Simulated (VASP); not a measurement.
# RbBr in VASP: one cell, several levels of theory, part 2 of 2

The system is RbBr, a lower-symmetry cell derived from the CsCl type prototype, a generated structure that needn't be the ground state.

VASP 6.6.1, plane waves, PAW.

### Step 3. r2SCAN

The input, INCAR:

```
ENCUT = 520.000000
SIGMA = 0.010000
EDIFF = 1.00e-07
ALGO = Normal
METAGGA = R2SCAN
PREC = Accurate
IBRION = -1
ISIF = 2
ISMEAR = 0
NBANDS = 15
NELM = 120
NSW = 0
LASPH = .TRUE.
LCHARG = .FALSE.
LWAVE = .FALSE.
LREAL = .FALSE.
```

The input, KPOINTS:

```
KPOINTS created by Atomic Simulation Environment
0
Gamma
6 6 6
0 0 0
```

The input, KPOINTS_OPT:

```
special points
5
Reciprocal
0.0000000000 0.0000000000 0.0000000000 1
0.0000000000 0.5000000000 0.0000000000 1
0.5000000000 0.5000000000 0.0000000000 1
0.5000000000 0.5000000000 0.5000000000 1
0.0000000000 0.5000000000 0.5000000000 1
```

The input, POSCAR:

```
Rb Br
 1.0000000000000000
     4.2219958348000004   -0.1115015399000000   -0.1115015399000000
    -0.1115015399000000    4.2219958348000004   -0.1115015399000000
    -0.1115015399000000   -0.1115015399000000    4.2219958348000004
 Rb  Br
   1   1
Cartesian
  0.0000000000000000  0.0000000000000000  0.0000000000000000
  1.9994963775000003  1.9994963775000003  1.9994963775000003
```

Started as:

```sh
mpirun -np 1 vasp_std
```

Printed to the terminal (iteration lines stand in OSZICAR):

```text
POSCAR found type information on POSCAR RbBr
 POSCAR found :  2 types and       2 ions
 -----------------------------------------------------------------------------
|                                                                             |
|                                                                             |
|     You enforced a specific xc type in the INCAR file but a different       |
|     I HOPE YOU KNOW WHAT YOU ARE DOING!                                     |
|                                                                             |
 -----------------------------------------------------------------------------

 LDA part: xc-table for (None), standard interpolation
 POSCAR, INCAR and KPOINTS ok, starting setup
 FFT: planning ... GRIDC
 FFT: planning ... GRID_SOFT
 FFT: planning ... GRID
 WAVECAR not read
 entering main loop
 Start KPOINTS_OPT (optional k-point list driver)
k-point batch [1-5\5]
```

OSZICAR:

```text
N       E                     dE             d eps       ncg     rms          rms(c)
DAV:   1     0.544116257516E+02    0.54412E+02   -0.69576E+03   960   0.947E+02
DAV:   2    -0.296413988350E+02   -0.84053E+02   -0.76671E+02  1338   0.167E+02
DAV:   3    -0.354303307731E+02   -0.57889E+01   -0.57639E+01  1305   0.453E+01
DAV:   4    -0.355873117134E+02   -0.15698E+00   -0.15695E+00  1400   0.712E+00
DAV:   5    -0.355887720790E+02   -0.14604E-02   -0.14604E-02  1371   0.624E-01    0.200E+00
DAV:   6    -0.311313249664E+02    0.44574E+01   -0.94763E-01  1517   0.610E+00    0.166E+00
DAV:   7    -0.310745512792E+02    0.56774E-01   -0.21227E-01  1226   0.273E+00    0.691E-01
DAV:   8    -0.310789545668E+02   -0.44033E-02   -0.11570E-02  1079   0.765E-01    0.436E-01
DAV:   9    -0.310832355718E+02   -0.42810E-02   -0.70466E-03  1023   0.734E-01    0.137E-01
DAV:  10    -0.310832248736E+02    0.10698E-04   -0.26631E-04  1331   0.104E-01    0.739E-02
DAV:  11    -0.310833352718E+02   -0.11040E-03   -0.10195E-04  1037   0.924E-02    0.165E-02
DAV:  12    -0.310833319143E+02    0.33575E-05   -0.29844E-06  1213   0.151E-02    0.381E-03
DAV:  13    -0.310833323462E+02   -0.43191E-06   -0.13024E-06  1254   0.788E-03    0.861E-04
DAV:  14    -0.310833324688E+02   -0.12257E-06   -0.60898E-08  1024   0.167E-03    0.691E-04
DAV:  15    -0.310833324780E+02   -0.92666E-08   -0.10133E-08   753   0.631E-04
   1 F= -.31083332E+02 E0= -.31083332E+02  d E =-.133665E-14
       N       E                     dE             ncg
DAV:   1     0.443359554333E+03   -0.23065E+04      150
DAV:   2     0.256865579505E+02   -0.41767E+03      238
DAV:   3     0.292083114248E+01   -0.22766E+02      206
DAV:   4     0.242972049049E+01   -0.49111E+00      203
DAV:   5     0.242583487188E+01   -0.38856E-02      220
DAV:   6     0.242569463428E+01   -0.14024E-03      218
DAV:   7     0.242569418801E+01   -0.44627E-06      213
DAV:   8     0.242569418383E+01   -0.41763E-08      145
```

From OUTCAR:

```text
k-points           NKPTS =     32   k-points in BZ     NKDIM =     32   number of bands    NBANDS=     15

   NELECT =      16.0000    total number of electrons

   dimension x,y,z NGX =    32 NGY =   32 NGZ =   32
   dimension x,y,z NGXF=    64 NGYF=   64 NGZF=   64

  energy-cutoff  :      520.00
  volume of cell :       75.10
      direct lattice vectors                 reciprocal lattice vectors
     4.221995835 -0.111501540 -0.111501540     0.237194653  0.006434158  0.006434158
    -0.111501540  4.221995835 -0.111501540     0.006434158  0.237194653  0.006434158
    -0.111501540 -0.111501540  4.221995835     0.006434158  0.006434158  0.237194653

 k-points in reciprocal lattice and weights: KPOINTS created by Atomic Simulation Env
   0.00000000  0.00000000  0.00000000       0.005
   0.16666667  0.00000000  0.00000000       0.028
   0.33333333  0.00000000  0.00000000       0.028
   0.50000000  0.00000000  0.00000000       0.014
   0.16666667  0.16666667  0.00000000       0.028
   0.33333333  0.16666667  0.00000000       0.056
   0.50000000  0.16666667 -0.00000000       0.056
  -0.33333333  0.16666667 -0.00000000       0.056
[... 24 more k-points ...]

 E-fermi :  -1.3179

 k-point     1 :       0.0000    0.0000    0.0000
  band No.  band energies     occupation
      1     -27.3314      2.00000
      2     -14.3138      2.00000
      3     -10.7863      2.00000
      4     -10.7823      2.00000
      5     -10.7823      2.00000
      6      -1.5370      2.00000
      7      -1.4987      2.00000
      8      -1.4987      2.00000
      9       3.2289      0.00000
     10       4.8448      0.00000
     11       4.8448      0.00000
     12       8.9185      0.00000
     13       9.2212      0.00000
     14       9.2212      0.00000
     15      11.9491      0.00000

 k-point     2 :       0.1667    0.0000    0.0000
  band No.  band energies     occupation
      1     -27.3276      2.00000
      2     -14.3114      2.00000
      3     -10.8145      2.00000
      4     -10.7746      2.00000
      5     -10.7712      2.00000
      6      -1.9380      2.00000
      7      -1.5526      2.00000
      8      -1.4973      2.00000
      9       3.8283      0.00000
     10       5.0518      0.00000
     11       5.3841      0.00000
     12       8.9814      0.00000
     13       8.9825      0.00000
     14       9.3165      0.00000
     15      10.7041      0.00000

 k-point     3 :       0.3333    0.0000    0.0000
  band No.  band energies     occupation
      1     -27.3199      2.00000
      2     -14.3079      2.00000
      3     -10.8725      2.00000
      4     -10.7590      2.00000
      5     -10.7413      2.00000
      6      -2.6109      2.00000
      7      -1.6130      2.00000
      8      -1.4954      2.00000
      9       5.0917      0.00000
     10       5.6219      0.00000
     11       6.4287      0.00000
     12       8.6048      0.00000
     13       9.1064      0.00000
     14       9.1337      0.00000
     15       9.7031      0.00000

 k-point     4 :       0.5000    0.0000    0.0000
  band No.  band energies     occupation
      1     -27.3161      2.00000
      2     -14.3068      2.00000
      3     -10.8990      2.00000
      4     -10.7512      2.00000
      5     -10.7259      2.00000
      6      -2.8949      2.00000
      7      -1.6433      2.00000
      8      -1.4949      2.00000
      9       6.1006      0.00000
     10       6.1166      0.00000
     11       6.5885      0.00000
     12       7.9851      0.00000
     13       8.7915      0.00000
     14       9.3410      0.00000
     15      10.0910      0.00000

 k-point     5 :       0.1667    0.1667    0.0000
  band No.  band energies     occupation
      1     -27.3237      2.00000
      2     -14.3085      2.00000
      3     -10.8482      2.00000
      4     -10.7800      2.00000
      5     -10.7441      2.00000
      6      -2.0627      2.00000
      7      -1.7825      2.00000
      8      -1.5321      2.00000
      9       4.3006      0.00000
     10       5.4347      0.00000
     11       5.7785      0.00000
     12       8.5863      0.00000
     13       8.9306      0.00000
     14       9.6901      0.00000
     15      10.7070      0.00000

 k-point     6 :       0.3333    0.1667    0.0000
  band No.  band energies     occupation
      1     -27.3162      2.00000
      2     -14.2876      2.00000
      3     -10.9088      2.00000
      4     -10.7892      2.00000
      5     -10.7326      2.00000
      6      -2.5438      2.00000
      7      -1.8354      2.00000
      8      -1.5250      2.00000
      9       5.2223      0.00000
     10       5.8619      0.00000
     11       6.7411      0.00000
     12       8.2561      0.00000
     13       8.4180      0.00000
     14       9.3919      0.00000
     15       9.9653      0.00000

 k-point     7 :       0.5000    0.1667   -0.0000
  band No.  band energies     occupation
      1     -27.3126      2.00000
      2     -14.2694      2.00000
      3     -10.9297      2.00000
      4     -10.8132      2.00000
      5     -10.7348      2.00000
      6      -2.7598      2.00000
      7      -1.7990      2.00000
      8      -1.5107      2.00000
      9       5.7852      0.00000
     10       6.0735      0.00000
     11       6.8368      0.00000
     12       8.0716      0.00000
     13       8.4509      0.00000
     14       8.7485      0.00000
     15       9.7705      0.00000

 k-point     8 :      -0.3333    0.1667   -0.0000
  band No.  band energies     occupation
      1     -27.3164      2.00000
      2     -14.2712      2.00000
      3     -10.8985      2.00000
      4     -10.8230      2.00000
      5     -10.7491      2.00000
      6      -2.4927      2.00000
      7      -1.7827      2.00000
      8      -1.5045      2.00000
      9       5.2324      0.00000
     10       5.6637      0.00000
     11       6.6400      0.00000
     12       8.0219      0.00000
     13       8.3860      0.00000
     14       9.0998      0.00000
     15       9.6973      0.00000

[... the tables of k-points 9 to 32 left out ...]

  Total       -0.3537015     -0.3537015     -0.3537015      0.1842896      0.1842896      0.1842896
  in kB       -7.5460529     -7.5460529     -7.5460529      3.9317305      3.9317305      3.9317305
  external PRESSURE =      -7.5460529 kB  Pullay stress =       0.0000000 kB

 POSITION                                       TOTAL-FORCE (eV/Angst)
 -----------------------------------------------------------------------------------
      0.00000      0.00000      0.00000         0.000000      0.000000      0.000000
      1.99950      1.99950      1.99950        -0.000000     -0.000000      0.000000
 -----------------------------------------------------------------------------------
    total drift:                                0.000000      0.000000     -0.000000

  FREE ENERGIE OF THE ION-ELECTRON SYSTEM (eV)
  ---------------------------------------------------
  free  energy   TOTEN  =       -31.0833324780 eV

  energy  without entropy=      -31.0833324780  energy(sigma->0) =      -31.08333248
```

Hardware: 1 MPI rank of Intel Xeon 6975P-C, shared host.

The levels at the points of KPOINTS_OPT are read from vasprun.xml.

Near the gap, in eV above the top of the last filled band v; c is the band after it:

```tsv
point	v−1	v	c	c+1
Γ	-0.13	-0.13	4.60	6.21
X	-0.28	-0.13	7.47	7.48
M	-0.92	0.00	5.91	6.84
R	-1.19	-1.17	8.41	8.41
```

r2SCAN gives an indirect gap of 4.60 eV, from M to Γ; the least direct gap is 4.73 eV. The pressure is -0.75 GPa; the forces vanish within 0.01 eV/Å.

### Step 4. Summary

What follows sums up all 2 parts.

| level | gap (eV) | pressure (GPa) | Ansatz: gap (eV) | Ansatz: pressure (GPa) |
| --- | --- | --- | --- | --- |
| PBE | 3.88 | -0.02 | 3.88 | -0.04 |
| r2SCAN | 4.60 | -0.75 | 4.59 | -0.77 |

The gap spans 3.88 eV (PBE) to 4.60 eV (r2SCAN). At this one volume the pressure spans -0.8 GPa (r2SCAN) to 0.0 GPa (PBE): PBE wants the largest cell and r2SCAN the smallest. The two programs agree on the gap within 0.01 eV, far less than the spread between functionals. Each program uses its own PAW datasets and cutoff.
